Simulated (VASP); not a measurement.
Consider the following.

```xyz
2
Lattice="4.6688 0.0000 0.0000 0.0000 4.6688 0.0000 0.0000 0.0000 4.6688" Properties=species:S:1:pos:R:3 pbc="T T T"
Cs     0.0000     0.0000     0.0000
I      2.3344     2.3344     2.3344
```

Calculation: PBE GGA, VASP's PBE PAW potentials (set 64) (plane waves; VASP). Numerical set-up: 400 eV cut-off, 6×6×6 Γ-centred mesh, Gaussian smearing of 0.010 eV, potentials Cs_sv I.

Task: Give the electronic dielectric tensor ε∞ (DFPT, local fields included).

Result: 
```
3.20  0.00  0.00
0.00  3.20  0.00
0.00  0.00  3.20
```

Task: Give the Born effective charges.

Result: 
```json
[
 {"atom": "Cs1", "Z*xx": "1.32", "Z*yy": "1.32", "Z*zz": "1.32", "mean": "1.32"},
 {"atom": "I2", "Z*xx": "-1.32", "Z*yy": "-1.32", "Z*zz": "-1.32", "mean": "-1.32"}
]
```

Task: And the static tensor with the ions free?

Result: 
```
9.19  0.00  0.00
0.00  9.19  0.00
0.00  0.00  9.19
```

Task: Which frequencies do the optical Γ-point modes have (no LO-TO splitting)?

Result: 47 (×3) cm⁻¹.

The compound is CsI in the CsCl type structure. It was relaxed first, which changed the volume by +7 %.
